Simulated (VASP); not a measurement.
Here is a VASP 6.6.1 calculation.

File POSCAR:

```
HfO2
1.0
    5.1180000000      0.0000000000      0.0000000000
    0.0000000000      5.1857000000      0.0000000000
   -0.8586630598      0.0000000000      5.2138671406
Hf O
4 8
Direct
    0.2755000000      0.4603000000      0.7080000000
    0.7245000000      0.9603000000      0.7920000000
    0.7245000000      0.5397000000      0.2920000000
    0.2755000000      0.0397000000      0.2080000000
    0.0742000000      0.1684000000      0.8467000000
    0.9258000000      0.6684000000      0.6533000000
    0.9258000000      0.8316000000      0.1533000000
    0.0742000000      0.3316000000      0.3467000000
    0.4487000000      0.7419000000      0.9801000000
    0.5513000000      0.2419000000      0.5199000000
    0.5513000000      0.2581000000      0.0199000000
    0.4487000000      0.7581000000      0.4801000000
```

Contents of INCAR.step1:

```
  AGGAC = 1.0
  AGGAX = 1.0
  ALDAC = 0.0
  ALDAX = 1.0
  ALGO = Normal
  EDIFF = 1E-7
  ENCUT = 520
  GGA = B5
  ISIF = 2
  ISMEAR = -1
  LASPH = True
  LCHARG = True
  LMAXMIX = 4
  LREAL = False
  LWAVE = False
  NELM = 60
  PREC = Accurate
  SIGMA = 0.05
```

KPOINTS.step1

```
k-points
0
Gamma
  5 5 5
```

The input INCAR.step2:

```
  AGGAC = 1.0
  AGGAX = 1.0
  ALDAC = 0.0
  ALDAX = 1.0
  ALGO = Normal
  EDIFF = 1E-7
  ENCUT = 520
  GGA = B5
  ICHARG = 11
  ISIF = 2
  ISMEAR = 0
  LASPH = True
  LCHARG = False
  LMAXMIX = 4
  LREAL = False
  LWAVE = False
  NELM = 60
  PREC = Accurate
  SIGMA = 0.05
```

KPOINTS.step2

```
path GYHCEM1AXH1,MDZ,YD
10
line-mode
reciprocal
 0.0000000000  0.0000000000  0.0000000000  G
 0.0000000000  0.0000000000  0.5000000000  Y

 0.0000000000  0.0000000000  0.5000000000  Y
-0.4327310173  0.0000000000  0.5726006525  H

-0.4327310173  0.0000000000  0.5726006525  H
-0.5000000000  0.0000000000  0.5000000000  C

-0.5000000000  0.0000000000  0.5000000000  C
-0.5000000000  0.5000000000  0.5000000000  E

-0.5000000000  0.5000000000  0.5000000000  E
-0.5672689827  0.5000000000  0.4273993475  M1

-0.5672689827  0.5000000000  0.4273993475  M1
-0.5000000000  0.5000000000  0.0000000000  A

-0.5000000000  0.5000000000  0.0000000000  A
-0.5000000000  0.0000000000  0.0000000000  X

-0.5000000000  0.0000000000  0.0000000000  X
-0.5672689827  0.0000000000  0.4273993475  H1

-0.4327310173  0.5000000000  0.5726006525  M
 0.0000000000  0.5000000000  0.5000000000  D

 0.0000000000  0.5000000000  0.5000000000  D
 0.0000000000  0.5000000000  0.0000000000  Z

 0.0000000000  0.0000000000  0.5000000000  Y
 0.0000000000  0.5000000000  0.5000000000  D
```

Potentials or basis: VASP PAW PBE potentials, release 64 (Hf_pv, O).

Command:

```sh
$ cat potpaw_PBE.64/Hf_pv/POTCAR potpaw_PBE.64/O/POTCAR > POTCAR
$ cp INCAR.step1 INCAR
$ cp KPOINTS.step1 KPOINTS
$ mpirun -np 1 vasp_std > vasp.out
$ cp INCAR.step2 INCAR
$ cp KPOINTS.step2 KPOINTS
$ mpirun -np 1 vasp_std > vasp.out
```

**Question.** What does it give for the band gap along the path?

**Answer.** 4.16 eV, indirect (least direct gap 4.22 eV).

**Question.** What does it give for the band gap on the k mesh?

**Answer.** 4.21 eV, indirect (least direct gap 4.27 eV).

Levels at the corners of the path, in eV from the valence-band top:
```
point  band 42  band 43  band 44  band 45  band 46  band 47
    Γ    -0.52    -0.17     0.00     4.57     5.10     5.28
    Y    -0.80    -0.48    -0.48     4.80     4.80     5.23
    Y    -0.80    -0.48    -0.48     4.80     4.80     5.23
    H    -0.73    -0.63    -0.34     4.37     4.57     5.45
    H    -0.73    -0.63    -0.34     4.37     4.57     5.45
    C    -0.95    -0.49    -0.49     4.46     4.46     5.56
    C    -0.95    -0.49    -0.49     4.46     4.46     5.56
    E    -1.02    -0.72    -0.72     4.63     4.63     5.32
    E    -1.02    -0.72    -0.72     4.63     4.63     5.32
   M1    -1.00    -0.70    -0.70     4.65     4.65     5.35
   M1    -1.00    -0.70    -0.70     4.65     4.65     5.35
    A    -0.88    -0.57    -0.57     4.86     4.86     5.29
    A    -0.88    -0.57    -0.57     4.86     4.86     5.29
    X    -0.57    -0.48    -0.09     4.16     5.17     5.25
    X    -0.57    -0.48    -0.09     4.16     5.17     5.25
   H1    -0.73    -0.63    -0.34     4.37     4.57     5.45
    M    -1.00    -0.70    -0.70     4.65     4.65     5.35
    D    -0.90    -0.62    -0.62     5.00     5.00     5.14
    D    -0.90    -0.62    -0.62     5.00     5.00     5.14
    Z    -0.79    -0.42    -0.42     5.12     5.12     5.58
    Y    -0.80    -0.48    -0.48     4.80     4.80     5.23
    D    -0.90    -0.62    -0.62     5.00     5.00     5.14
```

Caveat: the log is that of the step along the path at fixed density, whose energy, stress, charges and moments have no meaning; spin-orbit coupling is left out, which moves the levels of the heavy elements.

**The experiment to reproduce.**

From “Temperature dependence of self-trapped exciton luminescence in nanostructured hafnia powder”, 2021, arxiv:2112.02602, for a bulk crystal of HfO2: band gap 5.54 eV (indirect).

Measured gap of HfO2: 5.54 eV (indirect; quoted in “Temperature dependence of self-trapped exciton luminescence in nanostructured hafnia powder”, 2021, arxiv:2112.02602). This calculation gives 4.16 eV (-1.38 eV). Spin-orbit coupling on Hf is left out. The value is that of BLYP, without temperature or zero-point motion. Semilocal functionals fall short of measured gaps as a rule.
